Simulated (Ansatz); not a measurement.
# ZrO2 (Cubic zirconia): the cost of one run

Program: Ansatz 0.2.0 through its Python package. Level of theory: DFT PBE, plane waves, PAW. These are calculated values, not measurements.

The COD entry's cell or inner coordinates are ideal or old and differ from later refinements, so a difference from it is no clean test against experiment.

## 1. Starting point

It takes space group Fm-3m (No. 225, cubic). Conventional cell: a = 5.070 Å, b = 5.070 Å, c = 5.070 Å, α = 90.00°, β = 90.00°, γ = 90.00°. Around Zr (site symmetry m-3m) lie 8 O at 2.20 Å. O (site symmetry -43m) is surrounded by 4 Zr at 2.20 Å.

zro2.xyz, read by the script:

```xyz
3
Lattice="0.0 2.535 2.535 2.535 0.0 2.535 2.535 2.535 0.0" Properties=species:S:1:pos:R:3 pbc="T T T"
Zr    0.00000000    0.00000000    0.00000000
O     1.26750000    1.26750000    1.26750000
O     3.80250000    3.80250000    3.80250000
```

## 2. Script

neb_zro2.py reads:

```python
from dataclasses import dataclass

import ansatz as az
import matplotlib.pyplot as plt
import numpy as np


@dataclass
class RunConfig:
    xc: str = "PBE"
    mesh: tuple[int, ...] = (4, 4, 4)
    filling: str = "gaussian"
    width_ev: float = 0.05


opts = RunConfig()


def main() -> None:
    xtal = az.Crystal.from_extxyz("zro2.xyz")
    start = xtal.supercell(2, 1, 1).vacancy("O", at=(0.25, 0.25, 0.25)).resolved()
    empty = np.array((0.125, 0.25, 0.25))
    cell = np.array(start.lattice.vectors)
    apart = np.array([site.position for site in start.sites]) - empty
    apart -= np.round(apart)
    distance = [np.linalg.norm(d @ cell) if site.symbol == "O" else np.inf for d, site in zip(apart, start.sites)]
    hopper = int(np.argmin(distance))
    end = start.move(hopper, to=np.array(start.sites[hopper].position) - apart[hopper])
    print(f"atom {hopper} (O) hops {distance[hopper]:.3f} A")

    base = (
        start.calculation()
        .functional(opts.xc)
        .basis(18 * az.Ha)
        .kpoints(*opts.mesh)
        .occupations(opts.filling, width=opts.width_ev)
        .neb(to=end, images=5, force_tolerance=0.1, max_iterations=30, relax_end_points=True, climbing="immediate")
    )
    steps = []


    def collect(event):
        if event["event"] == "neb_iteration":
            steps.append(event["data"])


    outcome = base.session().plan().execute(on_event=collect)
    report = outcome.report
    print(len(steps), "rounds; largest force on the band at the end", round(steps[-1]["band_force_max_ev_ang"], 4), "eV/A")
    band = outcome.neb_path()
    energy = np.array([image.lagrangian_ev for image in band.images])

    print("image  path (A)  dE (eV)")
    for number, image in enumerate(band.images):
        mark = "  <- climbing" if number == band.climbing_image else ""
        print(f"{number:4d} {image.path_coordinate_ang:9.3f} {image.lagrangian_ev - energy[0]:9.4f}{mark}")
    print(f"barrier forwards {energy.max() - energy[0]:.3f} eV, backwards {energy.max() - energy[-1]:.3f} eV")
    plt.figure(figsize=(4.5, 3))
    plt.plot([image.path_coordinate_ang for image in band.images], energy - energy[0], "o-")
    plt.xlabel("path (A)")
    plt.ylabel("energy (eV)")
    plt.tight_layout()
    plt.savefig("neb.png", dpi=100)


if __name__ == "__main__":
    main()
```

## 3. What the engine is handed

The engine receives this input:

```yaml
crystal:
  lattice:
    - [0.0, 5.07, 5.07]
    - [2.535, 0.0, 2.535]
    - [2.535, 2.535, 0.0]
  atoms:
    - { symbol: Zr, position: [0.0, 0.0, 0.0] }
    - { symbol: O, position: [0.375, 0.75, 0.75] }
    - { symbol: Zr, position: [0.5, 0.0, 0.0] }
    - { symbol: O, position: [0.625, 0.25, 0.25] }
    - { symbol: O, position: [0.875, 0.75, 0.75] }
basis:
  ecutwfc: 489.804952427784
kpoints:
  mp_grid:
    grid: [4, 4, 4]
hamiltonian:
  xc: pbe
scf:
  occupations:
    method: gaussian
    width: 0.05
neb:
  images: 5
  climbing: immediate
  relax_end_points: true
  f_tol: 0.1
  max_iterations: 30
  final_atoms:
    - { symbol: Zr, position: [0.0, 0.0, 0.0] }
    - { symbol: O, position: [0.375, 0.75, 0.75] }
    - { symbol: Zr, position: [0.5, 0.0, 0.0] }
    - { symbol: O, position: [0.625, 0.25, 0.25] }
    - { symbol: O, position: [1.125, 0.25, 0.25] }
```

## 4. The run

Started as:

```sh
> python neb_zro2.py
```

What time and memory should one allow on 1 thread of Arm Neoverse V1, shared host?

About 18 min, with a peak of 0.57 GiB.
